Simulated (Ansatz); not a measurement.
# TaSi2: the cost of one run

Method: DFT r2SCAN, scalar-relativistic, plane waves, PAW, in Ansatz 0.2.0.

4 further runs of the same task are left out: 2 that didn't finish, 2 set aside as unsound or not needed.

**1. The starting structure**

It takes space group I4/mmm (No. 139, tetragonal). Conventional cell: a = 3.211 Å, b = 3.211 Å, c = 7.805 Å, α = 90.00°, β = 90.00°, γ = 90.00°. Si (site symmetry 4mm) has 5 Si at 2.58 to 2.63 Å and 5 W at 2.61 Å as nearest neighbours. Around W (site symmetry 4/mmm) lie 10 Si at 2.61 Å.

Coordinates:

```cif
data_structure
_symmetry_space_group_name_H-M 'P 1'
_symmetry_Int_Tables_number 1
_cell_length_a 4.5149
_cell_length_b 4.5149
_cell_length_c 4.5149
_cell_angle_alpha 138.335
_cell_angle_beta 138.335
_cell_angle_gamma 60.390
_cell_volume 40.24
loop_
_atom_site_label
_atom_site_type_symbol
_atom_site_fract_x
_atom_site_fract_y
_atom_site_fract_z
_atom_site_occupancy
Si1 Si 0.33482 0.33482 0.00000 1
Si2 Si 0.66518 0.66518 0.00000 1
W1 W 0.00000 0.00000 0.00000 1
```

This cell was relaxed beforehand with the same method: volume 13.41 Å³/atom, gap on the mesh none (metal).

**2. Swap W → Ta**

TaSi2 starts from the relaxed positions of Si2W, with all lengths scaled by 1.014, a guess from tabulated radii.

**3. Quick check of gap, pressure and forces (TaSi2)**

input.yaml reads:

```yaml
crystal:
  lattice:
    - [-1.6279959001, 1.6279959001, 3.9566251864]
    - [1.6279959001, -1.6279959001, 3.9566251864]
    - [1.6279959001, 1.6279959001, -3.9566251864]
  atoms:
    - { symbol: Si, position: [0.3348248948, 0.3348248948, 0.0] }
    - { symbol: Si, position: [0.6651751052, 0.6651751052, 0.0] }
    - { symbol: Ta, position: [0.0, 0.0, 0.0] }
basis:
  ecutwfc: 500
kpoints:
  mp_grid: { grid: [8, 8, 8] }
hamiltonian:
  xc: r2scan
scf:
  occupations: { method: gaussian, width: 0.1 }
output:
  forces: true
  stress: true
  eigenvalues: true
```

The run is started by

```bash
$ ansatz run input.yaml --threads 1 --pin off --max-ram 2560MiB --backend cpu --events-out ev --progress --plain --runs-dir out
```

Q: Estimate wall time and peak memory on 1 thread of Intel Xeon at 2.70GHz, shared host.

About 6.1 s, with a peak of 0.58 GiB.
